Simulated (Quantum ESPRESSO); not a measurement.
**Sb in Quantum ESPRESSO: convergence with smearing width**

Input of the first run (smearing width 0.5 eV); the others differ in this setting and in those tied to it:

File pw.in:

```
&CONTROL
  calculation = 'scf'
  prefix = 'pwscf'
  outdir = './tmp'
  pseudo_dir = './pseudo'
  tprnfor = .true.
  tstress = .true.
  disk_io = 'nowf'
/
&SYSTEM
  ibrav = 0
  nat = 2
  ntyp = 1
  ecutwfc = 100
  nbnd = 32
  occupations = 'smearing'
  smearing = 'mv'
  degauss = 0.03674932
/
&ELECTRONS
  conv_thr = 4d-10
  electron_maxstep = 120
  mixing_beta = 0.5
/
ATOMIC_SPECIES
Sb   121.7600 Sb.upf
CELL_PARAMETERS angstrom
   3.1224020000    0.0000000000    0.0000000000
   0.0000000000    4.3475180000    0.0000000000
  -0.0389150000    0.0000000000    4.4058520000
ATOMIC_POSITIONS crystal
Sb     0.0113890000    0.2500000000    0.2411660000
Sb     0.9886110000    0.7500000000    0.7588340000
K_POINTS automatic
6 4 4 0 0 0
```

Potentials or basis: PseudoDojo 0.4 SR PBE stringent.

Launch:

```sh
$ OMP_NUM_THREADS=1 pw.x -in pw.in > pw.out
```

This isn't the form of Sb at room conditions, which is rhombohedral.

Hardware: 1 thread of Arm Neoverse V2 (shared host).

| smearing width | energy less the tightest run, at zero smearing (meV/atom) | pressure (GPa) | largest force (eV/Å) | SCF cycles | CPU time (s) | peak memory (GiB) |
| --- | --- | --- | --- | --- | --- | --- |
| 0.5 eV | -8.54 | 0.68 | 0.132 | 7 | 97 | 0.21 |
| 0.3 eV | -10.95 | 0.81 | 0.107 | 7 | 100 | 0.21 |
| 0.2 eV | -12.40 | 0.89 | 0.072 | 7 | 91 | 0.21 |
| 0.136 eV | -12.90 | 0.92 | 0.060 | 8 | 100 | 0.21 |
| 0.1 eV | -13.07 | 0.94 | 0.062 | 8 | 99 | 0.21 |
| 0.05 eV | -13.27 | 0.98 | 0.067 | 7 | 89 | 0.21 |
| 0.025 eV | -13.32 | 0.95 | 0.056 | 7 | 92 | 0.22 |
| 0.01 eV | 0.00 | 1.05 | 0.050 | 7 | 93 | 0.21 |

Against the tightest run, the pressure stays within 0.1 GPa from 0.05 eV on. Not settled before the last step: the energy (to 1 meV/atom), the largest force (to 0.005 eV/Å). Narrower smearing needs a denser k mesh, so at a fixed mesh the narrowest width isn't the most accurate. The tightest run that finished is the yardstick and may itself not be fully converged.

Caveat, for the tightest run too: the k mesh is coarse (spacing up to 0.36 Å⁻¹), so the values aren't converged. Spin-orbit coupling is left out, which matters for the levels of Sb.
